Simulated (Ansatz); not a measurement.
Crystal: SnO.

```
CELL_PARAMETERS angstrom
3.35500 0.00000 0.00000
0.00000 5.67410 0.00000
0.00000 0.00000 4.22197
ATOMIC_POSITIONS crystal
Sn 0.50000 0.76809 0.01314
Sn 0.00000 0.23191 0.51314
O 0.50000 0.10875 0.23686
O 0.00000 0.89125 0.73686
```

The cell comes from a database or a generator and needn't be the stable form of this composition.

Base run:

- Program: Ansatz 0.2.0
- Functional: PBEsol
- Potentials or basis: Ansatz PAW
- Cutoff: 420 eV
- Density cutoff: 1680 eV
- k mesh: 8 × 5 × 6
- Occupations: fermi-dirac, width 0.05 eV
- Spin: no spin polarisation

Its results: band gap on the k mesh 1.43 eV, indirect (least direct gap 2.02 eV); pressure -3.1 GPa; largest force 0.427 eV/Å.

**Question.** The run is repeated on the same cell with these changes: functional from PBEsol to r2SCAN; cutoff from 420 eV to 500 eV; density cutoff from 1680 eV to 2000 eV. What comes out?

**Answer.** Band gap on the k mesh 1.81 eV, indirect (least direct gap 2.39 eV); pressure -3.1 GPa; largest force 0.637 eV/Å.

r2SCAN gives the wider gap, since meta-GGAs in the generalised Kohn-Sham scheme recover part of the derivative discontinuity.

Caveats: the k mesh misses the band edges, so the gap on the mesh is wider than the one along the path; spin-orbit coupling is left out, which moves the levels of the heavy elements; the PAW data sets come from PBE, with cores solved anew for the run's functional, which leaves a small shift of forces and pressure.

Not every run made on this cell is shown here.
